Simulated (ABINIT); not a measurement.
# ZrSe2 (P-3m1) in ABINIT: settings compared

One crystal, ZrSe2, is run at these levels: PBEsol, PBE; tasks: single point.

All numbers are computed with ABINIT 10.8.3 (patched build); they aren't measurements. Logs are shortened: lines on timing, memory, paths and dates and some standing lists are left out, and cuts for length are marked. The log counts tension as positive stress, the text compression.

**What was measured.**

“Stress-Tuned Optical Transitions in Layered 1T-MX2 (M= Hf, Zr, Sn; X= S, Se) Crystals”, 2022, arxiv:2210.12074 quotes, for a bulk crystal of ZrSe2: band gap 1.2 eV (indirect).

How close the calculation comes is told below.

**1. Starting point**

It takes space group P-3m1 (No. 164, trigonal). Conventional cell: a = 3.798 Å, b = 3.798 Å, c = 6.192 Å, α = 90.00°, β = 90.00°, γ = 120.00°. Around Zr (site symmetry -3m) lie 6 Se at 2.68 Å. Around Se (site symmetry 3m) lie 3 Zr at 2.68 Å.

**2. Single point, PBEsol**

File run.abi:

```
# Pseudopotentials
pp_dirpath "./"
pseudos "Zr.GGA_PBE-JTH.xml, Se.GGA_PBE-JTH.xml"

# Structure
acell 3*1.0
rprim
     7.1771798213     0.0000000000     0.0000000000
    -3.5885899107     6.2156200529     0.0000000000
     0.0000000000     0.0000000000    11.7011841637
ntypat 2
znucl 40 34
natom 3
typat 1 2 2
xred
     0.0000000000     0.0000000000     0.0000000000
     0.6666666667     0.3333333333     0.7500000000
     0.3333333333     0.6666666667     0.2500000000

# Plane-wave basis
ecut 17.0
pawecutdg 34.0

# k points
kptopt 1
ngkpt 10 10 6
nshiftk 1
shiftk 0.0 0.0 0.0

# Exchange and correlation
ixc -116133

# Bands and occupations
nband 16
occopt 3
tsmear 0.00183747

# SCF cycle
nstep 100
tolvrs 1.0e-9

# Output
iomode 3
prtwf 0
prtden 0
prteig 0
prtebands 0
enunit 1
```

Potentials or basis: JTH PAW PBE v2.0.

Run with:

```sh
$ abinit run.abi > log 2>&1
```

run.abo:

```text
.Version 10.8.3 of ABINIT
 Symmetries : space group P-3 m 1 (#164); Bravais hP (primitive hexag.)
================================================================================
 Values of the parameters that define the memory need of the present run
     intxc =       0    ionmov =       0      iscf =      17    lmnmax =      18
     lnmax =       6     mgfft =      45  mpssoang =       3    mqgrid =    3072
     natom =       3  nloc_mem =       2    nspden =       1   nspinor =       1
    nsppol =       1      nsym =      12    n1xccc =       1    ntypat =       2
    occopt =       3   xclevel =       2
       mpw =        1768          nfft =       40500          nkpt =          72
 PAW method is used; the additional fine FFT grid is defined by:
   mgfftf=        64    nfftf =    102400
================================================================================
================================================================================

--------------------------------------------------------------------------------
------------- Echo of variables that govern the present computation ------------
--------------------------------------------------------------------------------
 -outvars: echo values of preprocessed input variables --------
            acell      1.0000000000E+00  1.0000000000E+00  1.0000000000E+00 Bohr
              amu      9.12240000E+01  7.89600000E+01
             ecut      1.70000000E+01 Hartree
           enunit           1
                       outvar_i_n : Printing only first  50 k-points.
              ixc     -116133
                       outvar_i_n : Printing only first  50 k-points.
         kptrlatt       10    0    0      0   10    0      0    0    6
          kptrlen      7.02071050E+01
            natom           3
            nband          16
            ngfft          30      30      45
          ngfftdg          40      40      64
             nkpt          72
            nstep         100
             nsym          12
           ntypat           2
                       prtocc : prtvol=0, do not print more k-points.
           occopt           3
        pawecutdg      3.40000000E+01 Hartree
         pawxcdev           0
           prtden           0
        prtebands           0
           prteig           0
            prtwf           0
            rprim      7.1771798213E+00  0.0000000000E+00  0.0000000000E+00
                      -3.5885899107E+00  6.2156200529E+00  0.0000000000E+00
                       0.0000000000E+00  0.0000000000E+00  1.1701184164E+01
          spgroup         164
           tolvrs      1.00000000E-09
           tsmear      1.83747000E-03 Hartree
            typat      1  2  2
           useylm           1
                       outvars : Printing only first  50 k-points.
           xangst      0.0000000000E+00  0.0000000000E+00  0.0000000000E+00
                       1.8989999987E+00  1.0963881605E+00  4.6439999969E+00
                      -1.7639203761E-11  2.1927763209E+00  1.5479999990E+00
            xcart      0.0000000000E+00  0.0000000000E+00  0.0000000000E+00
[... 142 lines left out ...]
    3     -0.00000000001764     2.19277632092998     1.54799999895210

 cartesian forces (hartree/bohr) at end:
    1     -0.00000000000000     0.00000000000000    -0.00000000000000
    2      0.00000000000000    -0.00000000000000    -0.00175249443650
    3     -0.00000000000000     0.00000000000000     0.00175249443650
 frms,max,avg= 8.2613380E-04 1.7524944E-03   0.000E+00  0.000E+00  0.000E+00 h/b

 cartesian forces (eV/Angstrom) at end:
    1     -0.00000000000000     0.00000000000000    -0.00000000000000
    2      0.00000000000000    -0.00000000000000    -0.09011688722658
    3     -0.00000000000000     0.00000000000000     0.09011688722658
 frms,max,avg= 4.2481508E-02 9.0116887E-02   0.000E+00  0.000E+00  0.000E+00 e/A
 length scales=  1.000000000000  1.000000000000  1.000000000000 bohr
              =  0.529177210544  0.529177210544  0.529177210544 angstroms
 Fermi (or HOMO) energy (eV) =   3.17872   Average Vxc (eV)=  -9.87114
 Eigenvalues (   eV  ) for nkpt=  72  k points:
 kpt#   1, nband= 16, wtk=  0.00167, kpt=  0.0000  0.0000  0.0000 (reduced coord)
 -46.35767  -24.43535  -24.32463  -24.32463  -10.21863   -8.95154   -1.71260    0.28005
   0.28005    2.96262    2.96262    3.01056    4.03767    4.03767    4.55814    7.35026
 prteigrs : prtvol=0 or 1, do not print more k-points.

--- !EnergyTerms
iteration_state     : {dtset: 1, }
comment             : Components of total free energy in Hartree
kinetic             :  1.88737028345169E+01
hartree             :  1.71745737031724E+01
xc                  : -1.92286245207412E+01
Ewald energy        : -4.65199731974910E+01
psp_core            :  3.58570642238605E+00
local_psp           : -5.82609501353993E+01
PAW spherical_terms :  1.75608419079901E+01
internal            : -6.68147229855661E+01
'-kT*entropy'       : -1.70447911163502E-05
total_energy        : -6.68147400303573E+01
total_energy_eV     : -1.81812169789086E+03
...

--- !EnergyTermsDC
iteration_state     : {dtset: 1, }
comment             : '"Double-counting" decomposition of free energy'
band_energy         : -9.94260594900271E+00
Ewald energy        : -4.65199731974910E+01
psp_core            :  3.58570642238605E+00
xc_dc               : -2.15619119913753E+01
PAW spherical_terms :  7.62406014837447E+00
internal            : -6.68147245671085E+01
'-kT*entropy'       : -1.70447911163502E-05
total_energy_dc     : -6.68147416118996E+01
total_energy_dc_eV  : -1.81812174092682E+03
...

--- !EnergyTermsWithPAWCore
iteration_state     : {dtset: 1, }
comment             : 'Components of total free energy, including PAW core contributions'
Total energy        : -8.45381387055765E+03
Total energy DC     : -8.45381387213919E+03
Total energy (eV)   : -2.30039994483376E+05
Total energy DC (eV): -2.30039994526412E+05
...

 Cartesian components of stress tensor (hartree/bohr^3)
  sigma(1 1)=  6.60186851E-05  sigma(3 2)=  0.00000000E+00
  sigma(2 2)=  6.60186848E-05  sigma(3 1)=  0.00000000E+00
  sigma(3 3)= -7.97707320E-06  sigma(2 1)=  5.57898991E-14

-Cartesian components of stress tensor (GPa)         [Pressure= -1.2167E+00 GPa]
- sigma(1 1)=  1.94233677E+00  sigma(3 2)=  0.00000000E+00
- sigma(2 2)=  1.94233677E+00  sigma(3 1)=  0.00000000E+00
- sigma(3 3)= -2.34693596E-01  sigma(2 1)=  1.64139550E-09

== END DATASET(S) ==============================================================
================================================================================

 -outvars: echo values of variables after computation  --------
            acell      1.0000000000E+00  1.0000000000E+00  1.0000000000E+00 Bohr
           etotal     -6.6814741612E+01
            fcart     -0.0000000000E+00  1.1552165674E-28 -0.0000000000E+00
                       3.0013406828E-28 -4.0432579859E-28 -1.7524944365E-03
                      -3.0013406828E-28  2.8880414185E-28  1.7524944365E-03
            rprim      7.1771798213E+00  0.0000000000E+00  0.0000000000E+00
                      -3.5885899107E+00  6.2156200529E+00  0.0000000000E+00
                       0.0000000000E+00  0.0000000000E+00  1.1701184164E+01
           strten      6.6018685104E-05  6.6018684825E-05 -7.9770731985E-06
                       0.0000000000E+00  0.0000000000E+00  5.5789899090E-14
           xangst      0.0000000000E+00  0.0000000000E+00  0.0000000000E+00
                       1.8989999987E+00  1.0963881605E+00  4.6439999969E+00
                      -1.7639203761E-11  2.1927763209E+00  1.5479999990E+00
             xred      0.0000000000E+00  0.0000000000E+00  0.0000000000E+00
                       6.6666666667E-01  3.3333333333E-01  7.5000000000E-01
                       3.3333333333E-01  6.6666666667E-01  2.5000000000E-01
 Calculation completed.
```

Wall time 68 s (1 thread of Arm Neoverse V2, shared host); peak memory 0.17 GiB.

What came out:

- Free energy: -1818.1217 eV
- Pressure: -1.2 GPa
- Largest force: 0.090 eV/Å
- Band gap on the k mesh: 0.33 eV, indirect (least direct gap 1.03 eV)
- Valence electrons inside the program's atomic spheres: Zr 8.93; Se 4.00

Forces on the atoms (eV/Å):
```
Zr   0.000  0.000  0.000
Se   0.000  0.000 -0.090
Se   0.000  0.000  0.090
```

Caveat: the PAW data sets were made with another functional, which shifts forces and pressure a little; this functional lacks dispersion, which binds the layers, so the pressure and a relaxed spacing across them are unreliable.

**3. Single point, PBE**

File run.abi:

```
# Pseudopotentials
pp_dirpath "./"
pseudos "Zr.GGA_PBE-JTH.xml, Se.GGA_PBE-JTH.xml"

# Structure
acell 3.798 3.798 6.192 Angstrom
rprim
     1.0000000000     0.0000000000     0.0000000000
    -0.5000000000     0.8660254038     0.0000000000
     0.0000000000     0.0000000000     1.0000000000
ntypat 2
znucl 40 34
natom 3
typat 1 2 2
xred
     0.0000000000     0.0000000000     0.0000000000
     0.6666666667     0.3333333333     0.7500000000
     0.3333333333     0.6666666667     0.2500000000

# Plane-wave basis
ecut 462.593566 eV
pawecutdg 34.0

# k points
kptopt 1
ngkpt 10 10 6
nshiftk 1
shiftk 0.0 0.0 0.0

# Exchange and correlation
ixc 11

# Bands and occupations
nband 16
occopt 3
tsmear 0.05 eV

# SCF cycle
nstep 100
tolvrs 1.0e-9

# Output
iomode 3
prtwf 0
prtden 0
prteig 0
prtebands 0
```

Potentials or basis: JTH PAW PBE v2.0.

Run with:

```sh
$ abinit run.abi > log 2>&1
```

Run time: 62 s. Hardware: 1 thread of Arm Neoverse V2, shared host; peak memory 0.17 GiB.

Results (log left out):

| Item | Value |
| --- | --- |
| Free energy | -1818.1596 eV |
| Pressure | 1.9 GPa |
| Largest force | 0.281 eV/Å |
| Band gap on the k mesh | 0.38 eV, indirect (least direct gap 1.07 eV) |
| Valence electrons inside the program's atomic spheres | Zr 8.93; Se 4.01 |

Forces on the atoms (eV/Å):
```
Zr   0.000  0.000  0.000
Se   0.000  0.000 -0.281
Se   0.000  0.000  0.281
```

Stress tensor (GPa, compression positive):
```
1.28 0.00 0.00
0.00 1.28 0.00
0.00 0.00 3.10
```

Levels at points of the mesh, in eV from the valence-band top:
```tsv
k point	band 8	band 9	band 10	band 11	band 12	band 13	band 14	band 15	band 16
(0.00, 0.00, 0.00)	-2.72	-2.72	-0.05	-0.05	0.00	1.07	1.07	1.60	4.34
(0.50, 0.00, 0.00)	-2.93	-2.67	-2.50	-2.13	-1.36	0.58	2.54	2.88	4.87
(0.00, 0.00, 0.50)	-2.68	-2.68	-2.05	-0.22	-0.22	1.04	1.04	1.97	4.74
(0.50, 0.00, 0.50)	-3.59	-2.67	-2.52	-1.05	-0.98	0.38	2.53	2.86	4.50
```

Caveat: this functional lacks dispersion, which binds the layers, so the pressure and a relaxed spacing across them are unreliable.

**4. Against experiment**

Step 2. Against the measured gap of ZrSe2, 1.2 eV (indirect; quoted in “Stress-Tuned Optical Transitions in Layered 1T-MX2 (M= Hf, Zr, Sn; X= S, Se) Crystals”, 2022, arxiv:2210.12074), the calculated 0.33 eV is off by -0.87 eV. Spin-orbit coupling on Se, Zr is left out. The value is that of PBEsol on a finite k mesh, which can miss the band edges, without temperature or zero-point motion. Semilocal functionals fall short of measured gaps as a rule.

Step 3. Against the measured gap of ZrSe2, 1.2 eV (indirect; quoted in “Stress-Tuned Optical Transitions in Layered 1T-MX2 (M= Hf, Zr, Sn; X= S, Se) Crystals”, 2022, arxiv:2210.12074), the calculated 0.38 eV is off by -0.82 eV. Spin-orbit coupling on Se, Zr is left out. The value is that of PBE on a finite k mesh, which can miss the band edges, without temperature or zero-point motion. Semilocal functionals fall short of measured gaps as a rule.
